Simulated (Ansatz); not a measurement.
# Hf2NOS MXene monolayer in a perpendicular field

Wanted: the out-of-plane response of the Hf2NOS MXene monolayer. A positive field points along +c.

Program: Ansatz 0.2.0. Level of theory: plane-wave DFT, PBE-D3(BJ), Ansatz PAW. Results are calculated unless marked as measured.

## Step 1: The starting structure

The cell holds 5 atoms: 1 S, 2 Hf, 1 N and 1 O. Its edges and angles: a = 3.217 Å, b = 3.217 Å, c = 42.237 Å, α = 90.0°, β = 90.0°, γ = 120.0°. Vacuum lies along c.

## Step 2: Relaxation

The starting cell is a guess, so the in-plane lattice and the atoms are relaxed first, with the slab cut off from its images along the normal.

Contents of input.yaml:

```yaml
crystal:
  lattice:
    - [3.2175, 0.0, 0.0]
    - [-1.60875, 2.7864367367, 0.0]
    - [0.0, 0.0, 42.2365260438]
  atoms:
    - { symbol: S, position: [0.3333333333, 0.6666666667, 0.4332742703] }
    - { symbol: Hf, position: [0.6666666667, 0.3333333333, 0.4771861427], spin: 1.0 }
    - { symbol: "N", position: [0.0, 0.0, 0.5072440073] }
    - { symbol: Hf, position: [0.3333333333, 0.6666666667, 0.5373018718], spin: 1.0 }
    - { symbol: O, position: [0.6666666667, 0.3333333333, 0.5667257297] }
  periodic: [true, true, false]
magnetization:
  spin_polarized: true
kpoints:
  mp_grid: { grid: [12, 12, 1] }
hamiltonian:
  xc: pbe
  dispersion: d3bj
scf:
  occupations: { method: fermi_dirac, width: 0.05 }
  convergence: { dr2_threshold: 1.0e-09 }
relax:
  f_tol: 0.004
  max_steps: 90
  cell: {}
output:
  write_potential: true
  write_density: true
  volumetric_format: npy
```

Command:

```bash
> ansatz run input.yaml --threads 4 --pin off --max-ram 6144MiB --backend cpu --events-out ev --progress --plain --runs-dir out
```

Numbers of over 12 decimals in the logs are rounded to 6 here.

The program printed:

```text
Warning: relax.cell: scf.convergence.dr2_threshold = 1e-9 eV is looser than the 2.04498185763e-10 eV advised for a relaxation that steers and ends on the stress (1e-10 eV for each atom of the cell: 5, times the square of relax.cell.stress_2d_tol = 0.05 N/m over 15.6 Å (the atoms' height at the walk's start and 5 Å past either face), 3.198e-2 GPa, over a crystal's default 0.05). What an SCF threshold leaves in a stress goes as its square root, and in the free energy as the threshold itself, and one threshold admits the most on a small cell: [figures from the program's tests cut] Set scf.convergence.dr2_threshold to 2.04498185763e-10 eV or tighter. [rest of the remark cut]
Engine: ansatz 0.2.0, x86_64-unknown-linux-gnu
Pseudopotentials: kind: paw
Pseudopotential: S, paw, valence charge 6, recommended cutoff 420 eV (normal), S.paw.azcp
Pseudopotential: Hf, paw, valence charge 26, recommended cutoff 420 eV (normal), Hf.paw.azcp
Pseudopotential: N, paw, valence charge 5, recommended cutoff 420 eV (normal), N.paw.azcp
Pseudopotential: O, paw, valence charge 6, recommended cutoff 420 eV (normal), O.paw.azcp
Functional definition: PBE
  parameter kappa = 0.804
  parameter beta = 0.066725
  exchange = pbe_x(kappa = kappa, mu = beta*pi^2/3)
  correlation = pbe_c(beta = beta)
Crystal: 5 atoms, lattice volume = 378.666 Å³
Basis set: ecut = 420 eV, 7521 PW (Γ), exchange–correlation on 48×48×576 points (8 copies of the dense FFT grid, shifted against one another)
Bands: 43, of which v1, the nominal top of the filled ones, is band 35 counted from 1 (34 counted from 0)
Symmetry: 6 space group operations
Space group: P3m1 (ITA 156), of the structure as read, at distance tolerance 7.2e-5 Å
Magnetic group: BNS 156.49 (UNI 1279), of the structure as read, at distance tolerance 7.2e-5 Å
k-points: 19 of 144 (time reversal used)
Non-local potential: S, projectors of the file, l = 0: 2, l = 1: 2, l = 2: 2
Non-local potential: Hf, projectors of the file, l = 0: 3, l = 1: 2, l = 2: 2, l = 3: 3
Non-local potential: N, projectors of the file, l = 0: 2, l = 1: 2, l = 2: 1
Non-local potential: O, projectors of the file, l = 0: 2, l = 1: 2, l = 2: 1
PAW form: soft (Blöchl's): semilocal exchange-correlation on the pseudo side does not see the compensation charge
PAW one-centre angular grid: S, 110 points (default); XC on 64 Gauss nodes
PAW one-centre angular grid: Hf, 590 points (default); XC on 64 Gauss nodes
PAW one-centre angular grid: N, 110 points (default); XC on 64 Gauss nodes
PAW one-centre angular grid: O, 110 points (default); XC on 64 Gauss nodes
Initial density: superposition of atomic densities (neutral atoms: chi_scale 0, normalization atom)
Starting moments: Σ|m| = 2 μB on 2 of 5 sites
Initial wavefunctions: pseudopotential atomic-orbital guess
Functional: x = pbe(κ = 0.804, μ = 0.219515), c = pbe(β = 0.066725)
SCF iter   1: F=—  HF=-33307.649922 eV  |F-HF|=—  |Δ(HF+E_count)|=         —  Δρ=2.91e-2 (↑2.91e-2 ↓2.81e-2)  dr2=1.54e1  dr2_m=1.47e-1  M=0.511 μB ∫|m|=0.663 μB  β_m=0.30  ethr=3.10e-3  ⟨swp⟩=15.0  Hψ=11003  notcnv=0  defer=5
Mixer restart at iter 1: flushing history
preconditioner: auto → LDOS  [metal: Δε(μ)=0.060 eV  Ē_g=16.973 eV  σ=0.050 eV  W_gap=0.28  n_scr=26 (ndim 8)  ℏωp=15.4 eV  f_vac=0.788  D(μ)=1.18/eV (n_scr^D=10)]
spin=Collinear: LDOS preconditioning applied to the charge; magnetization (m = ρ↑ − ρ↓) channel mixes plain (no charge-response kernel on spin).
SCF iter   2: F=—  HF=-33304.298845 eV  |F-HF|=—  |Δ(HF+E_count)|=    3.35e0  Δρ=1.16e-2 (↑1.16e-2 ↓9.69e-3)  dr2=1.97e0  dr2_m=8.18e-2  M=0.410 μB ∫|m|=0.576 μB  β_m=0.37  ethr=3.10e-3  ⟨swp⟩=4.2  Hψ=4285  notcnv=0  defer=105
SCF iter   3: F=—  HF=-33303.992798 eV  |F-HF|=—  |Δ(HF+E_count)|=   3.06e-1  Δρ=6.30e-3 (↑6.30e-3 ↓4.98e-3)  dr2=4.50e-1  dr2_m=3.08e-2  M=0.297 μB ∫|m|=0.440 μB  β_m=0.57  ethr=2.86e-3  ⟨swp⟩=3.0  Hψ=3059  notcnv=0  defer=92
SCF iter   4: F=—  HF=-33304.074567 eV  |F-HF|=—  |Δ(HF+E_count)|=   8.18e-2  Δρ=2.07e-3 (↑1.81e-3 ↓2.07e-3)  dr2=4.92e-2  dr2_m=3.79e-3  M=0.148 μB ∫|m|=0.222 μB  β_m=0.65  ethr=6.53e-4  ⟨swp⟩=3.2  Hψ=3381  notcnv=0  defer=92
SCF iter   5: F=—  HF=-33304.091211 eV  |F-HF|=—  |Δ(HF+E_count)|=         —  Δρ=9.05e-4 (↑9.05e-4 ↓5.59e-4)  dr2=1.80e-3  dr2_m=1.57e-3  M=0.046 μB ∫|m|=0.086 μB  β_m=0.65  ethr=7.13e-5  ⟨swp⟩=3.5  Hψ=3920  notcnv=0  defer=92
SCF iter   6: F=—  HF=-33304.092579 eV  |F-HF|=—  |Δ(HF+E_count)|=   1.37e-3  Δρ=3.69e-4 (↑3.50e-4 ↓3.69e-4)  dr2=2.68e-4  dr2_m=4.09e-4  M=0.024 μB ∫|m|=0.047 μB  β_m=0.73  ethr=2.62e-6  ⟨swp⟩=3.8  Hψ=4383  notcnv=0  defer=88
SCF iter   7: F=—  HF=-33304.093157 eV  |F-HF|=—  |Δ(HF+E_count)|=   5.78e-4  Δρ=2.07e-4 (↑2.07e-4 ↓1.87e-4)  dr2=1.02e-4  dr2_m=1.07e-4  M=0.013 μB ∫|m|=0.024 μB  β_m=0.67  ethr=3.88e-7  ⟨swp⟩=3.5  Hψ=4183  notcnv=0  defer=88
SCF iter   8: F=—  HF=-33304.093220 eV  |F-HF|=—  |Δ(HF+E_count)|=   6.32e-5  Δρ=6.09e-5 (↑6.09e-5 ↓4.74e-5)  dr2=1.04e-5  dr2_m=8.65e-6  M=0.003 μB ∫|m|=0.007 μB  β_m=0.75  ethr=1.48e-7  ⟨swp⟩=3.3  Hψ=3968  notcnv=0  defer=88
SCF iter   9: F=—  HF=-33304.093238 eV  |F-HF|=—  |Δ(HF+E_count)|=   1.76e-5  Δρ=2.11e-5 (↑9.36e-6 ↓2.11e-5)  dr2=1.70e-6  dr2_m=4.61e-7  M=0.000 μB ∫|m|=0.001 μB  β_m=0.70  ethr=1.51e-8  ⟨swp⟩=3.3  Hψ=3907  notcnv=0  defer=88
SCF iter  10: F=—  HF=-33304.093237 eV  |F-HF|=—  |Δ(HF+E_count)|=   1.30e-7  Δρ=9.25e-6 (↑6.94e-6 ↓9.25e-6)  dr2=3.75e-7  dr2_m=1.48e-7  M=0.000 μB ∫|m|=0.001 μB  β_m=0.72  ethr=2.47e-9  ⟨swp⟩=3.1  Hψ=3755  notcnv=0  defer=88
SCF iter  11: F=—  HF=-33304.093238 eV  |F-HF|=—  |Δ(HF+E_count)|=   6.33e-7  Δρ=3.26e-6 (↑3.26e-6 ↓2.10e-6)  dr2=8.21e-8  dr2_m=1.51e-8  M=0.000 μB ∫|m|=0.000 μB  β_m=0.69  ethr=5.43e-10  ⟨swp⟩=3.4  Hψ=3923  notcnv=0  defer=88
SCF iter  12: F=—  HF=-33304.093238 eV  |F-HF|=—  |Δ(HF+E_count)|=   5.42e-8  Δρ=1.36e-6 (↑6.60e-7 ↓1.36e-6)  dr2=6.61e-9  dr2_m=2.38e-9  M=0.000 μB ∫|m|=0.000 μB  β_m=0.63  ethr=1.19e-10  ⟨swp⟩=3.3  Hψ=3822  notcnv=0  defer=88
SCF iter  13: F=—  HF=-33304.093238 eV  |F-HF|=—  |Δ(HF+E_count)|=   1.39e-8  Δρ=4.42e-7 (↑4.42e-7 ↓3.56e-7)  dr2=2.79e-10  dr2_m=4.84e-10  M=0.000 μB ∫|m|=0.000 μB  β_m=0.76  ethr=9.58e-12  ⟨swp⟩=3.4  Hψ=4144  notcnv=0  defer=88
SCF iter  14: F=-33304.093238 eV  HF=-33304.093238 eV  |F-HF|=2.03e-9  |Δ(HF+E_count)|=   6.98e-9  Δρ=1.52e-7 (↑1.22e-7 ↓1.52e-7)  dr2=2.88e-11  dr2_m=5.73e-11  M=0.000 μB ∫|m|=0.000 μB  ethr=1.00e-12  ⟨swp⟩=9.7  Hψ=14962  notcnv=0
[...]
preconditioner: auto → LDOS  [metal: Δε(μ)=0.047 eV  Ē_g=17.499 eV  σ=0.050 eV  W_gap=0.23  n_scr=26 (ndim 8)  ℏωp=15.0 eV  f_vac=0.804  D(μ)=2.19/eV (n_scr^D=12)]
spin=Collinear: LDOS preconditioning applied to the charge; magnetization (m = ρ↑ − ρ↓) channel mixes plain (no charge-response kernel on spin).
SCF iter   2: F=—  HF=-33304.997830 eV  |F-HF|=—  |Δ(HF+E_count)|=   6.36e-5  Δρ=1.68e-6 (↑1.67e-6 ↓1.68e-6)  dr2=3.42e-8  dr2_m=2.56e-12  M=0.000 μB ∫|m|=0.000 μB  β_m=0.35  ethr=5.28e-11  ⟨swp⟩=6.7  Hψ=7674  notcnv=0
SCF iter   3: F=—  HF=-33304.997825 eV  |F-HF|=—  |Δ(HF+E_count)|=   4.92e-6  Δρ=1.48e-6 (↑1.48e-6 ↓1.48e-6)  dr2=6.52e-9  dr2_m=2.91e-12  M=0.000 μB ∫|m|=0.000 μB  β_m=0.68  ethr=4.95e-11  ⟨swp⟩=3.2  Hψ=3014  notcnv=0
SCF iter   4: F=—  HF=-33304.997848 eV  |F-HF|=—  |Δ(HF+E_count)|=   2.29e-5  Δρ=4.01e-7 (↑4.01e-7 ↓3.99e-7)  dr2=1.00e-9  dr2_m=3.81e-13  M=0.000 μB ∫|m|=0.000 μB  β_m=0.58  ethr=9.45e-12  ⟨swp⟩=4.5  Hψ=4289  notcnv=0
iter 5 met the thresholds in force, and the SCF goes on: an eigenvalue changes by 0.64 meV, over its tolerance of 0.06 meV (output.eigenvalues, Limitations)
SCF iter   5: F=-33304.997852 eV  HF=-33304.997851 eV  |F-HF|=8.94e-7  |Δ(HF+E_count)|=   3.18e-6  Δρ=1.95e-7 (↑1.95e-7 ↓1.93e-7)  dr2=6.25e-10  dr2_m=1.09e-13  M=0.000 μB ∫|m|=0.000 μB  β_m=0.64  ethr=1.00e-12  ⟨swp⟩=14.3  Hψ=24949  notcnv=0
iter 6 met the thresholds in force, and the SCF goes on: an eigenvalue changes by 1.50 meV, over its tolerance of 0.05 meV (output.eigenvalues, Limitations)
SCF iter   6: F=-33304.997852 eV  HF=-33304.997852 eV  |F-HF|=8.57e-8  |Δ(HF+E_count)|=   8.09e-7  Δρ=7.17e-8 (↑7.17e-8 ↓7.05e-8)  dr2=1.37e-10  dr2_m=2.83e-14  M=0.000 μB ∫|m|=0.000 μB  β_m=1.00  ethr=1.00e-12  ⟨swp⟩=10.4  Hψ=12355  notcnv=0
Mixer restart at iter 6: flushing history
SCF iter   7: F=-33304.997852 eV  HF=-33304.997852 eV  |F-HF|=8.61e-9  |Δ(HF+E_count)|=   8.66e-8  Δρ=1.97e-7 (↑1.96e-7 ↓1.97e-7)  dr2=8.71e-9  dr2_m=3.87e-15  M=0.000 μB ∫|m|=0.000 μB  β_m=1.00  ethr=1.00e-12  ⟨swp⟩=3.0  Hψ=2421  notcnv=0  κ⁻¹=1.0e0(r=1)
SCF iter   8: F=-33304.997852 eV  HF=-33304.997852 eV  |F-HF|=1.32e-9  |Δ(HF+E_count)|=  6.77e-10  Δρ=1.06e-7 (↑1.05e-7 ↓1.06e-7)  dr2=1.08e-9  dr2_m=3.38e-15  M=0.000 μB ∫|m|=0.000 μB  β_m=1.00  ethr=1.00e-12  ⟨swp⟩=2.8  Hψ=2307  notcnv=0  κ⁻¹=1.9e-2(r=2)
SCF iter   9: F=-33304.997852 eV  HF=-33304.997852 eV  |F-HF|=7.28e-12  |Δ(HF+E_count)|=  6.55e-11  Δρ=2.77e-8 (↑2.69e-8 ↓2.77e-8)  dr2=5.26e-11  dr2_m=2.42e-15  M=0.000 μB ∫|m|=0.000 μB  ethr=1.00e-12  ⟨swp⟩=11.9  Hψ=11983  notcnv=0
the starting moments were not kept: the SCF closed with an absolute magnetisation of 1.5e-7 μB, where they sum to 2 μB in size (2 sites). That is at most 0.1 of that sum. Measured as dr2_m measures the in/out step, that magnetisation stands 1.9e-15 eV from none, at or under the dr2_threshold of 1.0e-9 eV: it is no larger than a step whose dr2_m would equal this threshold.
SCF 11 converged in 9 iterations: F = -33304.997852 eV  dr2 = 5.26e-11
relax step  11: F+E_penalty+E_count = -33304.99785210 eV  Δ(F+E_penalty+E_count) = -1.730e-4 eV  max|allowed force component| = 1.278e-4 eV/Å  Δτ_max = 0.0000 Å  P = +0.001 N/m  Ω = 395.743 Å³  fix = [c, alpha, beta]  reactions: c +0.000 N/m  stress off target by 1.17e-3 N/m on what of the cell is left free  SCF on the basis re-selected at this cell (its energy is not comparable with the rows above)  (9 SCF iters)
basis re-selected at this cell: Δ(F+E_penalty+E_count) = -1.730e-4 eV, ΔP = +0.001 N/m vs the last step (what re-selecting the basis moved, of the pressure what is left beyond the Pulay correction that the steps carried, after the strain that the cell walked since its last selection, with what the two solves' SCF thresholds leave and, on support functions, any second-order correction that the steps lacked; it is no m [...]
WARN: The output density's exchange-correlation potential varies sharply where the density is thin. Do not read a vacuum level from v_tot or v_xc, or from such a field of the output density. On a cell that repeats whose density bears no net charge and no dipole along the vacuum's axis use v_es (v_loc + v_h of the components); under efield.dipole_correction with no amplitude use v_es + v_field, which holds any externa [...]
SCF converged after 9 iterations
an eigenvalue changed by more than its tolerance at an iteration that met the thresholds in force, so the SCF went on 2 times, its first undamped step at iteration 6: the last check found none over its tolerance
Magnetization: 0.0000 μB (34.5000 up, 34.5000 down)
Absolute magnetization: 0.0000 μB (∫|ρ↑−ρ↓|, with the PAW one-centre terms)
Spin contamination: 0.0000 ħ² per cell (⟨S²⟩ above its minimum at these occupations)
Per-site moments (μB) at R_I (Å): [(3.750765546655647e-9, 1.021537), (2.2204370760775404e-8, 0.961135), (-1.8734698296559557e-8, 0.944314), (1.4355668506136768e-8, 0.876395), (9.210878849951275e-9, 0.876395)]
Free energy (F): -33304.997852 eV
Harris-Foulkes:  -33304.997852 eV  (|F-HF|=7.28e-12)
Internal energy: -33304.981631 eV  (E = F + TS)
E sigma→0 (E₀):  -33304.989741 eV
Entropy (-TS):   -0.016222 eV (-3.244 meV/atom)
Fermi energy:    -4.893342 eV
--- Per-component energies (eV) ---
  E_band       = -1501.755071
  E_kinetic    = 1259.138190
  E_local      = -409987.890038  (includes V_loc(G=0)·N_el)
  E_nonlocal   = -2365.352128
  E_hartree    = 203798.097256
  E_xc         = -832.467200
  E_vxc        = -792.396331  (∫ρ·V_xc dr)
  E_paw        = -14740.002047  (= ΣΔE_a)
  E_vpaw       = 2788.547094  (= ΣTr[D̂ρ^β])
  E_aug_tail   = 0.002542  (compensation charges beyond the density's cutoff)
  E_ewald      = 189564.697956
  E_disp       = -1.206162  (pairwise vdW)
  E_smearing   = -0.016222  (= −TS)
  E_closure    = -0.000000  (closes the sum)
  Σ components = -33304.997852   (vs F -33304.997852, Δ=0.00e0)
--- Forces (eV/Å), atoms counted from 1 ---
  atom   1  S      0.00000000     0.00000000     0.00005634
  atom   2  Hf     0.00000000     0.00000000     0.00000319
  atom   3  N      0.00000000    -0.00000000     0.00002265
  atom   4  Hf     0.00000000    -0.00000000    -0.00012739
  atom   5  O      0.00000000    -0.00000000     0.00004727
  max |Σ_I F_I| component: 2.06e-6 eV/Å
--- 2D stress c σ (N/m, compression-positive) ---
        0.001173       0.000000      -0.000000
        0.000000       0.001173      -0.000000
       -0.000000      -0.000000       0.000000
  P = ½ c Tr σ = 0.0012 N/m
--- Band table (eV; the first three rows and the last of 38) ---
  k-point 0 ↑: bands = [... 31 lower, -7.7701, -6.0131, -6.0131, -4.2353, -4.2028, -4.2028, -3.0896, -2.3186, ... 4 higher]
  k-point 1 ↑: bands = [... 31 lower, -7.7376, -6.4263, -6.1735, -4.4628, -3.9351, -3.9057, -2.9233, -2.3697, ... 4 higher]
  k-point 2 ↑: bands = [... 31 lower, -8.2039, -6.9585, -6.4286, -4.9165, -3.4802, -3.4152, -2.7089, -2.1936, ... 4 higher]
  k-point 18 ↓: bands = [... 31 lower, -9.3656, -8.4431, -7.9440, -3.6607, -3.3816, -2.7248, -1.7449, -1.5104, ... 4 higher]
  the weakly bound empty levels are not read free of the cell's end (no_gap_told)
--- Relaxed structure (9 steps of the walk, 7 accepted, 2 SCFs on fresh bases) ---
  F+E_penalty+E_count = -33304.99785210 eV   max|allowed force component| = 1.278e-4 eV/Å   (the final SCF, on the basis selected at the relaxed cell)
  cell:  # Å, volume = 395.7430 Å³
    - [3.289252, 0, 0]
    - [-1.644626, 2.848576, 0]
    - [0, 0, 42.2365260438]
  atoms:
    - { symbol: S, position: [0.333333, 0.666667, 0.438444] }
    - { symbol: Hf, position: [0.666667, 0.333333, 0.476077] }
    - { symbol: N, position: [1.548215865158413e-18, 0, 0.508041] }
    - { symbol: Hf, position: [0.333333, 0.666667, 0.538308] }
    - { symbol: O, position: [0.666667, 0.333333, 0.560862] }
```

Wall time 2.6 min (4 threads of Intel Xeon 6975P-C (Granite Rapids), shared host); peak memory 1.2 GiB; 9.6 min of CPU time.

Relaxation path:

```csv
step,energy less that of the first step (eV),largest force component (eV/Å),volume (Å³)
1,0.0000,4.0069,378.67
2,-0.7738,1.7315,383.60
3,-0.7342,1.3413,409.16
4,-0.8929,0.2566,395.24
5,-0.8951,0.0877,395.59
6,-0.8956,0.0023,395.32
7*,-0.9046,0.0029,395.32
8,-0.9044,0.0053,395.78
9,-0.9044,0.0256,395.74
10,-0.9044,0.0001,395.74
11*,-0.9046,0.0001,395.74
```

Relaxation steps marked * repeat the geometry before them on a plane-wave basis chosen anew for their cell, so energy and pressure can jump there. Relaxation steps 3, 9 were tried and not accepted.

The run keeps the 6 symmetry operations that it works with, so distortions that break them were not tested.

```csv
cell as run,before,after,change
a (Å),3.217,3.289,+2.2 %
b (Å),3.217,3.289,+2.2 %
```

The atoms that moved most (Å, along periodic axes as changes of fractional coordinates times the final cell, across vacuum about the mean position):

```csv
atom,dx,dy,dz,length
O5,0.000,0.000,-0.248,0.248
S1,0.000,0.000,0.218,0.218
Hf2,0.000,0.000,-0.047,0.047
Hf4,0.000,0.000,0.042,0.042
N3,0.000,0.000,0.034,0.034
```

Final coordinates:

```cif
data_structure
_symmetry_space_group_name_H-M 'P 1'
_symmetry_Int_Tables_number 1
_cell_length_a 3.2893
_cell_length_b 3.2893
_cell_length_c 42.2365
_cell_angle_alpha 90.000
_cell_angle_beta 90.000
_cell_angle_gamma 120.000
_cell_volume 395.74
loop_
_atom_site_label
_atom_site_type_symbol
_atom_site_fract_x
_atom_site_fract_y
_atom_site_fract_z
_atom_site_occupancy
S1 S 0.33333 0.66667 0.43844 1
Hf2 Hf 0.66667 0.33333 0.47608 1
N3 N 0.00000 0.00000 0.50804 1
Hf4 Hf 0.33333 0.66667 0.53831 1
O5 O 0.66667 0.33333 0.56086 1
```

Numbers from this step:

```yaml
energy_at_zero_smearing: -33304.9897 eV
```

The lattice constant a goes from 3.217 to 3.289 Å.

(Part 1 of 3 ends here.)

[Logs are printed without paths, hosts, clocks, repeated set-up lines and the standing remarks that a program may print on its own settings, such as how far it seeks lower states.]

[Hosts, paths, dates, database ids (printed as entryN), source tags and the programs' standing remarks are cut or masked in the printed files.]

[Maps of the electrostatic potential energy from Ansatz leave out the sawtooth potential of an applied field or a dipole correction, so their vacuum need not be flat; planar profiles and work functions include it.]
